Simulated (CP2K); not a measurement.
Runs of CP2K 2026.2 on CuO. The typed cell holds 4 atoms: a = 2.993 Å, b = 2.993 Å, c = 5.184 Å, α = 73.22°, β = 73.22°, γ = 60.00°. The cell comes from a database or a generator and needn't be the stable form of this composition.

| level | cutoff of the non-local correlation (Ry) | gap on the mesh (eV) | pressure (GPa) | largest force (eV/Å) |
| --- | --- | --- | --- | --- |
| OLYP | - | none | (b) | - |
| LDA | - | none | -4.9 | 1.19 |
| rev-vdW-DF2 | 300 | none | 6.1 | (a) |
| PBEsol | - | none | 0.2 | 1.25 |
| HLE17 | - | none | -12.1 | - |
| optB88-vdW | 300 | none | 8.6 | 1.38 |

Alike in all rows: task atomic charges; potentials or basis POTENTIAL_UZH Cu GTH-PBE-q11, O GTH-PBE-q6; TZVP-MOLOPT-PBE-GTH basis; no spin polarisation; cell atoms moved 0.2 Å in one direction; k mesh 10 × 10 × 6; smearing fermi-dirac 0.05 eV.

**Question.** Fill in the values left out.

**Answer.** (a) 1.37; (b) 8.4.

Caveats: the potentials were made for another functional, which shifts forces and pressure; the basis of atomic orbitals isn't converged, which shifts pressures, moduli and gaps; the run has no spin polarisation, though such a crystal can be magnetic; semilocal functionals often make such compounds metallic where correlation or magnetic order opens a gap, which also shifts bond lengths; the forces don't sum to zero, a sign of grid noise (some runs); the potentials were made for a functional far from this one (some runs).

A gap of «none» marks a metal or a gap under the smearing width.

Runs at the PBE level aren't shown here.
